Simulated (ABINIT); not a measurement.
# GaAs (F-43m): G0W0 in ABINIT against the wavefunction cutoff in GW

Aim: move the wavefunction cutoff in GW of a G0W0 run on GaAs (F-43m) over a wide range.

Main program and level: ABINIT 10.8.3; PBE and many-body steps on it, plane waves.

## 1. Starting point

Symmetry: F-43m, No. 216, cubic system. The conventional cell has a = 5.654 Å, b = 5.654 Å, c = 5.654 Å, α = 90.00°, β = 90.00°, γ = 90.00°. Nearest to Ga lie 4 As at 2.45 Å. Nearest to As lie 4 Ga at 2.45 Å. Farther neighbours are not listed.

The cell and positions come from the Crystallography Open Database and are kept as given unless a step says otherwise.

## 2. Screening, 4×4×4 mesh, 87 bands, screening to 163.3 eV

This step: ABINIT 10.8.3; RPA screening on PBE, plane waves, norm-conserving pseudopotentials.

The RPA dielectric matrix is built and inverted for each q.

Contents of run.abi:

```
acell 3*1.0 Angstrom
rprim 
  0.000000000000 2.826850000000 2.826850000000
  2.826850000000 0.000000000000 2.826850000000
  2.826850000000 2.826850000000 -0.000000000000
ntypat 2
znucl 31 33
natom 2
typat 1 2
xred 
  0.000000000000 0.000000000000 0.000000000000
  0.250000000000 0.250000000000 0.250000000000
pp_dirpath "pseudos"
pseudos "Ga.upf, As.upf"
ecut 38
ngkpt 4 4 4
nshiftk 1
shiftk 0 0 0
kptopt 1
chksymbreak 0
istwfk *1
occopt 1
irdwfk 1
optdriver 3
nband 87
ecuteps 6
inclvkb 2
awtr 1
symchi 1
ecutwfn 11.4
indata_prefix "in"
outdata_prefix "out"
tmpdata_prefix "tmp"
```

The run is started by

```sh
OMP_NUM_THREADS=1 mpirun -n 8 abinit run.abi > log
```

The log of the run:

```text
.Version 10.8.3 of ABINIT. v10.8.2 released Aug 2026.

 Symmetries : space group F-4 3 m (#216); Bravais cF (face-center cubic)
[... echo of the input left out ...]
== DATASET  1 ==================================================================
-   mpi_nproc: 8, omp_nthreads: 1 (-1 if OMP is not activated)

--- !DatasetInfo
iteration_state: {dtset: 1, }
dimensions: {natom: 2, nkpt: 8, mband: 87, nsppol: 1, nspinor: 1, nspden: 1, mpw: 568, }
cutoff_energies: {ecut:  11.4, pawecutdg:  -1.0, }
electrons: {nelect:   2.80000000E+01, charge:   0.00000000E+00, occopt:   1.00000000E+00, tsmear:   1.00000000E-02, }

 SCREENING: Calculation of the susceptibility and dielectric matrices

 Based on a program developped by R.W. Godby, V. Olevano, G. Onida, and L. Reining.
 Incorporated in ABINIT by V. Olevano, G.-M. Rignanese, and M. Torrent.
.Using double precision arithmetic ; gwpc =  8

[... cell and pseudopotentials left out ...]
--------------------------------------------------------------------------------

 ==== K-mesh for the wavefunctions ====
 Number of points in the irreducible wedge :     8
[... list of points left out ...]
 Together with 24 symmetry operations and time-reversal symmetry
 yields    64 points in the full Brillouin Zone.

 ==== Q-mesh for the screening function ====
 Number of points in the irreducible wedge :     8
[... list of points left out ...]
 Together with 24 symmetry operations and time-reversal symmetry
 yields    64 points in the full Brillouin Zone.

 setmesh: FFT mesh size selected  =    20x   20x   20
          total number of points  =         8000

 vcoul_init : cutoff-mode = AUXILIARY_FUNCTION
 q-points for optical limit:   1
     1)      0.000010    0.000020    0.000030

- screening: taking advantage of time-reversal symmetry
- Maximum band index for partially occupied states nbvw = 14
- Remaining bands to be divided among processors   nbcw = 73
- Number of bands treated by each node ~9

 Number of electrons calculated from density =   25.0394; Expected =   28.0000
 average of density, n =  0.082128
 r_s =    1.4272
 omega_plasma =   27.6440 [eV]

 calculating chi0 at frequencies [eV] :
  1    0.000000E+00    0.000000E+00
  2    0.000000E+00    2.764396E+01

--------------------------------------------------------------------------------
  q-point number  1        q = ( 0.000000, 0.000000, 0.000000) [r.l.u.]
--------------------------------------------------------------------------------
[... chi0 elements left out ...]
 For q-point:  0.000010 0.000020 0.000030
  dielectric constant = 138.9052
  dielectric constant without local fields = 147.8324

  Average fulfillment of the sum rule on Im[epsilon] for q-point    1 :     54.91  [%]
[... wings left out ...]
  q-point number  2        q = ( 0.250000, 0.000000, 0.000000) [r.l.u.]
--------------------------------------------------------------------------------
[... chi0 elements left out ...]
  Average fulfillment of the sum rule on Im[epsilon] for q-point    2 :    142.30  [%]

 [... 6 further q-points ...]
```

The job ended after 8.5 s (8 MPI ranks of Intel Xeon Platinum 8259CL at 2.50GHz (Skylake/Cascade Lake), shared host; peak memory 0.73 GiB).

Numbers from this step:

```yaml
eps_infinity_with_local_fields_on_this_mesh_along_the_program_s_q_direction: 138.9
the_same_without_local_fields: 147.8
plasma_frequency: 27.64 eV
plane_waves_in_the_screening_matrix: 181
```

Local fields lower ε∞ by 6 %. The value itself is an artefact of the mesh, where one narrow direct gap carries too much weight.

## 3. 11.4 Ha

This step: G0W0 on PBE, plane waves, norm-conserving pseudopotentials.

Edit run.abi of step 2 so:

```diff
@@ -23,8 +23,15 @@
 irdwfk 1
-optdriver 3
+optdriver 4
 nband 87
+gwcalctyp 0
+ecutsigx 11.4
+symsigma 1
+nkptgw 1
+kptgw 
+  0.0000000000 0.0000000000 0.0000000000
+bdgw 
+  12 18
 ecuteps 6
-inclvkb 2
-awtr 1
-symchi 1
+irdscr 1
+ppmodel 1
 ecutwfn 11.4
```

The log of the run:

```text
.Version 10.8.3 of ABINIT. v10.8.2 released Aug 2026.

 Symmetries : space group F-4 3 m (#216); Bravais cF (face-center cubic)
[... echo of the input left out ...]
== DATASET  1 ==================================================================
-   mpi_nproc: 8, omp_nthreads: 1 (-1 if OMP is not activated)

--- !DatasetInfo
iteration_state: {dtset: 1, }
dimensions: {natom: 2, nkpt: 8, mband: 87, nsppol: 1, nspinor: 1, nspden: 1, mpw: 568, }
cutoff_energies: {ecut:  11.4, pawecutdg:  -1.0, }
electrons: {nelect:   2.80000000E+01, charge:   0.00000000E+00, occopt:   1.00000000E+00, tsmear:   1.00000000E-02, }

 SIGMA: Calculation of the GW corrections

 Based on a program developped by R.W. Godby, V. Olevano, G. Onida, and L. Reining.
 Incorporated in ABINIT by V. Olevano, G.-M. Rignanese, and M. Torrent.
.Using double precision arithmetic ; gwpc =  8

[... cell and pseudopotentials left out ...]
--------------------------------------------------------------------------------

 ==== K-mesh for the wavefunctions ====
 Number of points in the irreducible wedge :     8
[... list of points left out ...]
 Together with 24 symmetry operations and time-reversal symmetry
 yields    64 points in the full Brillouin Zone.

 ==== Q-mesh for screening function ====
 Number of points in the irreducible wedge :     8
[... list of points left out ...]
 Together with 24 symmetry operations and time-reversal symmetry
 yields    64 points in the full Brillouin Zone.

 vcoul_init : cutoff-mode = AUXILIARY_FUNCTION
 q-points for optical limit:   1
     1)      0.000010    0.000020    0.000030
 setmesh: FFT mesh size selected  =    24x   24x   24
          total number of points  =        13824

 Number of electrons calculated from density =   25.0394; Expected =   28.0000
 average of density, n =  0.082128
 r_s =    1.4272
 omega_plasma =   27.6440 [eV]

 === KS Band Gaps ===
  >>>> For spin  1
   Minimum direct gap =   0.5137 [eV], located at k-point      :   0.0000  0.0000  0.0000
   Fundamental gap    =   0.5137 [eV], Top of valence bands at :   0.0000  0.0000  0.0000
                                       Bottom of conduction at :   0.0000  0.0000  0.0000
 SIGMA fundamental parameters:
 PLASMON POLE MODEL  1
 number of plane-waves for SigmaX                  537
 number of plane-waves for SigmaC and W            181
 number of plane-waves for wavefunctions           537
 number of bands                                    87
 number of independent spin polarizations            1
 number of spinorial components                      1
 number of k-points in IBZ                           8
 number of q-points in IBZ                           8
 number of symmetry operations                      24
 number of k-points in BZ                           64
 number of q-points in BZ                           64
 number of frequencies for dSigma/dE                 9
 frequency step for dSigma/dE [eV]                0.25
 number of omega for Sigma on real axis              0
 max omega for Sigma on real axis  [eV]           0.00
 zcut for avoiding poles [eV]                     0.10

 EPSILON^-1 parameters (SCR file):
 dimension of the eps^-1 matrix on file            181
 dimension of the eps^-1 matrix used               181
 number of plane-waves for wavefunctions           537
 number of bands                                    87
 number of q-points in IBZ                           8
 number of frequencies                               2
 number of real frequencies                          1
 number of imag frequencies                          1

 matrix elements of self-energy operator (all in [eV])

 Perturbative Calculation

--- !SelfEnergy_ee
iteration_state: {dtset: 1, }
kpoint     : [   0.000,    0.000,    0.000, ]
spin       : 1
KS_gap     :    0.514
QP_gap     :    1.282
Delta_QP_KS:    0.768
data: !SigmaeeData |
     Band     E0 <VxcDFT>   SigX SigC(E0)      Z dSigC/dE  Sig(E)    E-E0       E
       12   4.024 -13.335 -15.406   1.503   0.801  -0.248 -13.791  -0.456   3.568
       13   4.024 -13.335 -15.406   1.503   0.801  -0.248 -13.791  -0.456   3.568
       14   4.024 -13.335 -15.406   1.503   0.801  -0.248 -13.791  -0.456   3.568
       15   4.538 -14.608 -10.523  -3.696   0.802  -0.247 -14.296   0.312   4.850
       16   7.763 -10.768  -6.650  -4.021   0.809  -0.237 -10.690   0.078   7.841
       17   7.763 -10.768  -6.650  -4.021   0.809  -0.237 -10.690   0.078   7.841
       18   7.763 -10.768  -6.650  -4.021   0.809  -0.237 -10.690   0.078   7.841

== END DATASET(S) ==============================================================
================================================================================

 -outvars: echo values of variables after computation  --------
           etotal      0.0000000000E+00
            nband          87
             nkpt           8
          spgroup         216
 [... the other variables as echoed above ...]

 Calculation completed.
```

Wall time 4.5 s (8 MPI ranks); peak memory 0.51 GiB; 34 s of CPU time.

Numbers from this step:

```yaml
g0w0_gap_on_the_points_computed: 1.282 eV
starting_gap_on_the_mesh: 0.5137 eV
k_of_the_valence_top: 0, 0, 0
k_of_the_conduction_bottom: 0, 0, 0
z_at_the_valence_top: 0.801
z_at_the_conduction_bottom: 0.802
least_direct_g0w0_gap_on_the_computed_points: 1.282 eV
```

## 4. Screening, 4×4×4 mesh, 87 bands, screening to 163.3 eV

This step: RPA screening on PBE, plane waves, norm-conserving pseudopotentials.

Edit run.abi of step 3 so:

```diff
@@ -23,16 +23,9 @@
 irdwfk 1
-optdriver 4
+optdriver 3
 nband 87
-gwcalctyp 0
-ecutsigx 11.4
-symsigma 1
-nkptgw 1
-kptgw 
-  0.0000000000 0.0000000000 0.0000000000
-bdgw 
-  12 18
 ecuteps 6
-irdscr 1
-ppmodel 1
-ecutwfn 11.4
+inclvkb 2
+awtr 1
+symchi 1
+ecutwfn 19
 indata_prefix "in"
```

The log of the run:

```text
.Version 10.8.3 of ABINIT. v10.8.2 released Aug 2026.

 Symmetries : space group F-4 3 m (#216); Bravais cF (face-center cubic)
[... echo of the input left out ...]
== DATASET  1 ==================================================================
-   mpi_nproc: 8, omp_nthreads: 1 (-1 if OMP is not activated)

--- !DatasetInfo
iteration_state: {dtset: 1, }
dimensions: {natom: 2, nkpt: 8, mband: 87, nsppol: 1, nspinor: 1, nspden: 1, mpw: 1243, }
cutoff_energies: {ecut:  19.0, pawecutdg:  -1.0, }
electrons: {nelect:   2.80000000E+01, charge:   0.00000000E+00, occopt:   1.00000000E+00, tsmear:   1.00000000E-02, }

 SCREENING: Calculation of the susceptibility and dielectric matrices

 Based on a program developped by R.W. Godby, V. Olevano, G. Onida, and L. Reining.
 Incorporated in ABINIT by V. Olevano, G.-M. Rignanese, and M. Torrent.
.Using double precision arithmetic ; gwpc =  8

[... cell and pseudopotentials left out ...]
--------------------------------------------------------------------------------

 ==== K-mesh for the wavefunctions ====
 Number of points in the irreducible wedge :     8
[... list of points left out ...]
 Together with 24 symmetry operations and time-reversal symmetry
 yields    64 points in the full Brillouin Zone.

 ==== Q-mesh for the screening function ====
 Number of points in the irreducible wedge :     8
[... list of points left out ...]
 Together with 24 symmetry operations and time-reversal symmetry
 yields    64 points in the full Brillouin Zone.

 setmesh: FFT mesh size selected  =    24x   24x   24
          total number of points  =        13824

 vcoul_init : cutoff-mode = AUXILIARY_FUNCTION
 q-points for optical limit:   1
     1)      0.000010    0.000020    0.000030

- screening: taking advantage of time-reversal symmetry
- Maximum band index for partially occupied states nbvw = 14
- Remaining bands to be divided among processors   nbcw = 73
- Number of bands treated by each node ~9

 Number of electrons calculated from density =   27.6962; Expected =   28.0000
 average of density, n =  0.090842
 r_s =    1.3800
 omega_plasma =   29.0735 [eV]

 calculating chi0 at frequencies [eV] :
  1    0.000000E+00    0.000000E+00
  2    0.000000E+00    2.907355E+01

--------------------------------------------------------------------------------
  q-point number  1        q = ( 0.000000, 0.000000, 0.000000) [r.l.u.]
--------------------------------------------------------------------------------
[... chi0 elements left out ...]
 For q-point:  0.000010 0.000020 0.000030
  dielectric constant = 139.2189
  dielectric constant without local fields = 148.1590

  Average fulfillment of the sum rule on Im[epsilon] for q-point    1 :     48.87  [%]
[... wings left out ...]
  q-point number  2        q = ( 0.250000, 0.000000, 0.000000) [r.l.u.]
--------------------------------------------------------------------------------
[... chi0 elements left out ...]
  Average fulfillment of the sum rule on Im[epsilon] for q-point    2 :     63.32  [%]

 [... 6 further q-points ...]
```

The job ended after 16 s (8 MPI ranks; peak memory 0.91 GiB).

Numbers from this step:

* ε∞ with local fields, on this mesh, along the program's q direction: 139.2
* the same without local fields: 148.2
* plasma frequency: 29.07 eV
* plane waves in the screening matrix: 181

## 5. 19 Ha

The self-energy is evaluated for the states that the input lists, and the levels follow from it, in one-shot runs by the linearised quasiparticle equation.

This step: G0W0 on PBE, plane waves, norm-conserving pseudopotentials.

Edit run.abi of step 4 so:

```diff
@@ -23,8 +23,15 @@
 irdwfk 1
-optdriver 3
+optdriver 4
 nband 87
+gwcalctyp 0
+ecutsigx 19
+symsigma 1
+nkptgw 1
+kptgw 
+  0.0000000000 0.0000000000 0.0000000000
+bdgw 
+  12 18
 ecuteps 6
-inclvkb 2
-awtr 1
-symchi 1
+irdscr 1
+ppmodel 1
 ecutwfn 19
```

The log of the run:

```text
.Version 10.8.3 of ABINIT. v10.8.2 released Aug 2026.

 Symmetries : space group F-4 3 m (#216); Bravais cF (face-center cubic)
[... echo of the input left out ...]
== DATASET  1 ==================================================================
-   mpi_nproc: 8, omp_nthreads: 1 (-1 if OMP is not activated)

--- !DatasetInfo
iteration_state: {dtset: 1, }
dimensions: {natom: 2, nkpt: 8, mband: 87, nsppol: 1, nspinor: 1, nspden: 1, mpw: 1243, }
cutoff_energies: {ecut:  19.0, pawecutdg:  -1.0, }
electrons: {nelect:   2.80000000E+01, charge:   0.00000000E+00, occopt:   1.00000000E+00, tsmear:   1.00000000E-02, }

 SIGMA: Calculation of the GW corrections

 Based on a program developped by R.W. Godby, V. Olevano, G. Onida, and L. Reining.
 Incorporated in ABINIT by V. Olevano, G.-M. Rignanese, and M. Torrent.
.Using double precision arithmetic ; gwpc =  8

[... cell and pseudopotentials left out ...]
--------------------------------------------------------------------------------

 ==== K-mesh for the wavefunctions ====
 Number of points in the irreducible wedge :     8
[... list of points left out ...]
 Together with 24 symmetry operations and time-reversal symmetry
 yields    64 points in the full Brillouin Zone.

 ==== Q-mesh for screening function ====
 Number of points in the irreducible wedge :     8
[... list of points left out ...]
 Together with 24 symmetry operations and time-reversal symmetry
 yields    64 points in the full Brillouin Zone.

 vcoul_init : cutoff-mode = AUXILIARY_FUNCTION
 q-points for optical limit:   1
     1)      0.000010    0.000020    0.000030
 setmesh: FFT mesh size selected  =    30x   30x   30
          total number of points  =        27000

 Number of electrons calculated from density =   27.6962; Expected =   28.0000
[...]
number of q-points in BZ                           64
 number of frequencies for dSigma/dE                 9
 frequency step for dSigma/dE [eV]                0.25
 number of omega for Sigma on real axis              0
 max omega for Sigma on real axis  [eV]           0.00
 zcut for avoiding poles [eV]                     0.10

 EPSILON^-1 parameters (SCR file):
 dimension of the eps^-1 matrix on file            181
 dimension of the eps^-1 matrix used               181
 number of plane-waves for wavefunctions          1243
 number of bands                                    87
 number of q-points in IBZ                           8
 number of frequencies                               2
 number of real frequencies                          1
 number of imag frequencies                          1

 matrix elements of self-energy operator (all in [eV])

 Perturbative Calculation

--- !SelfEnergy_ee
iteration_state: {dtset: 1, }
kpoint     : [   0.000,    0.000,    0.000, ]
spin       : 1
KS_gap     :    0.514
QP_gap     :    1.114
Delta_QP_KS:    0.601
data: !SigmaeeData |
     Band     E0 <VxcDFT>   SigX SigC(E0)      Z dSigC/dE  Sig(E)    E-E0       E
       12   4.024 -13.353 -15.698   1.498   0.796  -0.256 -14.027  -0.674   3.349
       13   4.024 -13.353 -15.698   1.498   0.796  -0.256 -14.027  -0.674   3.349
       14   4.024 -13.353 -15.698   1.498   0.796  -0.256 -14.027  -0.674   3.349
       15   4.538 -13.990 -10.360  -3.722   0.797  -0.254 -14.064  -0.074   4.464
       16   7.763 -10.799  -6.775  -4.060   0.799  -0.252 -10.828  -0.028   7.734
       17   7.763 -10.799  -6.775  -4.060   0.799  -0.252 -10.828  -0.028   7.734
       18   7.763 -10.799  -6.775  -4.060   0.799  -0.252 -10.828  -0.028   7.734

== END DATASET(S) ==============================================================
================================================================================

 -outvars: echo values of variables after computation  --------
           etotal      0.0000000000E+00
            nband          87
             nkpt           8
          spgroup         216
 [... the other variables as echoed above ...]

 Calculation completed.
```

The job ended after 4.4 s (8 MPI ranks; peak memory 0.77 GiB).

Numbers from this step:

```yaml
g0w0_gap_on_the_points_computed: 1.115 eV
starting_gap_on_the_mesh: 0.5137 eV
k_of_the_valence_top: 0, 0, 0
k_of_the_conduction_bottom: 0, 0, 0
z_at_the_valence_top: 0.796
z_at_the_conduction_bottom: 0.797
least_direct_g0w0_gap_on_the_computed_points: 1.115 eV
```

The gap on the mesh goes from 0.51 eV to 1.12 eV, a correction of +0.60 eV.

## 6. Screening, 4×4×4 mesh, 87 bands, screening to 163.3 eV

This step: RPA screening on PBE, plane waves, norm-conserving pseudopotentials.

Edit run.abi of step 5 so:

```diff
@@ -23,16 +23,9 @@
 irdwfk 1
-optdriver 4
+optdriver 3
 nband 87
-gwcalctyp 0
-ecutsigx 19
-symsigma 1
-nkptgw 1
-kptgw 
-  0.0000000000 0.0000000000 0.0000000000
-bdgw 
-  12 18
 ecuteps 6
-irdscr 1
-ppmodel 1
-ecutwfn 19
+inclvkb 2
+awtr 1
+symchi 1
+ecutwfn 28.5
 indata_prefix "in"
```

The log of the run:

```text
.Version 10.8.3 of ABINIT. v10.8.2 released Aug 2026.

 Symmetries : space group F-4 3 m (#216); Bravais cF (face-center cubic)
[... echo of the input left out ...]
== DATASET  1 ==================================================================
-   mpi_nproc: 8, omp_nthreads: 1 (-1 if OMP is not activated)

--- !DatasetInfo
iteration_state: {dtset: 1, }
dimensions: {natom: 2, nkpt: 8, mband: 87, nsppol: 1, nspinor: 1, nspden: 1, mpw: 2252, }
cutoff_energies: {ecut:  28.5, pawecutdg:  -1.0, }
[...]
--------------------------------------------------------------------------------
[... chi0 elements left out ...]
 For q-point:  0.000010 0.000020 0.000030
  dielectric constant = 138.9232
  dielectric constant without local fields = 147.8738

  Average fulfillment of the sum rule on Im[epsilon] for q-point    1 :     49.33  [%]
[... wings left out ...]
  q-point number  2        q = ( 0.250000, 0.000000, 0.000000) [r.l.u.]
--------------------------------------------------------------------------------
[... chi0 elements left out ...]
  Average fulfillment of the sum rule on Im[epsilon] for q-point    2 :     61.93  [%]

 [... 6 further q-points ...]
```

The job ended after 16 s (8 MPI ranks; peak memory 1.1 GiB; 2.2 min of CPU time).

This step gave:

```
ε∞ with local fields, on this mesh, along the program's q direction : 138.9
the same without local fields                                       : 147.9
plasma frequency                                                    : 29.23 eV
plane waves in the screening matrix                                 : 181
```

(Continued in part 2 of 2.)

[Paths, hosts, dates, memory and timing lines, banners, echoed tables and standing remarks are left out of the program output.]

[Logs are printed without paths, hosts, clocks, repeated set-up lines and the standing remarks that a program may print on its own settings, such as how far it seeks lower states.]

[Runs of the session that timed out or met a known fault of the program may be left out.]

[Hosts, paths, dates, database ids (printed as entryN), source tags and the programs' standing remarks are cut or masked in the printed files.]

[G0W0 gaps are taken among the corrected bands and points alone; a level outside them can change the order at an edge.]

[Where Ansatz stands beside ABINIT at settings called matched, ABINIT's density can come from a denser mesh and the files from another edition; pairs whose starting gaps differed by over 0.03 eV were left out, so agreement reads better than it is.]
